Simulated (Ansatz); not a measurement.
Input and command of a calculation in Ansatz (plane waves; scalar-relativistic PAW potentials unless the input names others):

```yaml
crystal:
  lattice:
    - [0.0, 2.1014676784, 2.1014676784]
    - [2.1664615241, -0.0649938457, 2.1664615241]
    - [2.1664615241, 2.1664615241, -0.0649938457]
  atoms:
    - { symbol: Ti, position: [0.0, 0.0, 0.0] }
    - { symbol: C, position: [0.5, 0.5, 0.5] }
basis:
  ecutwfc: 420
kpoints:
  mp_grid: { grid: [24, 24, 24] }
hamiltonian:
  xc: pbe
scf:
  occupations: { method: fixed }
  max_iter: 50
output:
  forces: true
  eigenvalues: true
  stress: true
```

```bash
ansatz run input.yaml --threads 1 --pin off --max-ram 2560MiB --backend cpu --events-out ev --progress --plain --runs-dir out
```

Abridged log:
```
Basis set: ecut = 420 eV, 403 PW (Γ), exchange–correlation on 40×48×48 points (8 copies of the dense FFT grid, shifted against one another)
Bands: 12, of which v1, the nominal top of the filled ones, is band 8 counted from 1 (7 counted from 0)
Symmetry: 8 space group operations
k-points: 1963 of 13824
SCF iter   1: F=—  HF=-2752.220591 eV  |F-HF|=—  |Δ(HF+E_count)|=         —  Δρ=4.86e-3  dr2=4.36e-3  ethr=1.77e-3  ⟨swp⟩=3.2  Hψ=105786  notcnv=0  defer=3637
SCF iter   2: F=—  HF=-2752.220879 eV  |F-HF|=—  |Δ(HF+E_count)|=   2.88e-4  Δρ=5.51e-3  dr2=7.27e-3  ethr=2.73e-5  ⟨swp⟩=3.0  Hψ=56621  notcnv=0  defer=3921
SCF iter   3: F=—  HF=-2752.219559 eV  |F-HF|=—  |Δ(HF+E_count)|=   1.32e-3  Δρ=1.28e-3  dr2=1.72e-4  ethr=2.73e-5  ⟨swp⟩=2.1  Hψ=35535  notcnv=0  defer=3924
SCF iter   4: F=—  HF=-2752.219574 eV  |F-HF|=—  |Δ(HF+E_count)|=   1.42e-5  Δρ=2.46e-4  dr2=7.10e-6  ethr=1.07e-6  ⟨swp⟩=2.1  Hψ=30073  notcnv=0  defer=1950
SCF iter   5: F=—  HF=-2752.219575 eV  |F-HF|=—  |Δ(HF+E_count)|=   1.25e-6  Δρ=4.29e-5  dr2=1.25e-7  ethr=4.44e-8  ⟨swp⟩=2.8  Hψ=36203  notcnv=0
SCF iter   6: F=-2752.219575 eV  HF=-2752.219575 eV  |F-HF|=1.02e-8  |Δ(HF+E_count)|=   1.97e-8  Δρ=8.72e-6  dr2=9.77e-9  ethr=6.25e-10  ⟨swp⟩=5.0  Hψ=98612  notcnv=0
SCF 1 converged in 6 iterations: F = -2752.219575 eV  dr2 = 9.77e-9
SCF converged after 6 iterations
Free energy (F): -2752.219575 eV
Harris-Foulkes:  -2752.219575 eV  (|F-HF|=1.02e-8)
Internal energy: -2752.219575 eV  (E = F + TS)
E sigma→0 (E₀):  -2752.219575 eV
Fermi energy:    15.694408 eV
--- Forces (eV/Å), atoms counted from 1 ---
  atom   1  Ti     0.00000000     0.00000000     0.00000000
  atom   2  C      0.00000000     0.00000000     0.00000000
--- Stress (GPa, compression-positive) ---
        0.005143       0.000000       0.000000
        0.000000       0.374688      10.171109
        0.000000      10.171109       0.374688
  P = ⅓ Tr σ = 0.2515 GPa (2.515 kbar)
```

Q: Find the fault.

A: The fault is fixed occupations on a metal: they fill the same number of bands at every k-point, while the true filling differs from point to point (scf.occupations: {"method": "gaussian", "width": 0.15} → {"method": "fixed"}, the first being the value of the sound run). Setting it back cures it. The run converged all the same, with an energy at zero smearing 6.90 meV/atom above the reference's, pressure 0.25 GPa, largest force 0.000 eV/Å, no gap on the mesh, so convergence alone doesn't show that an input is right. A reference run from the same start on usual settings converged with pressure 0.27 GPa, largest force 0.000 eV/Å, no gap on the mesh.

The run took 16 s on 1 thread of Intel(R) Xeon(R) 6975P-C (Granite Rapids), on a shared host, peak memory 0.77 GiB.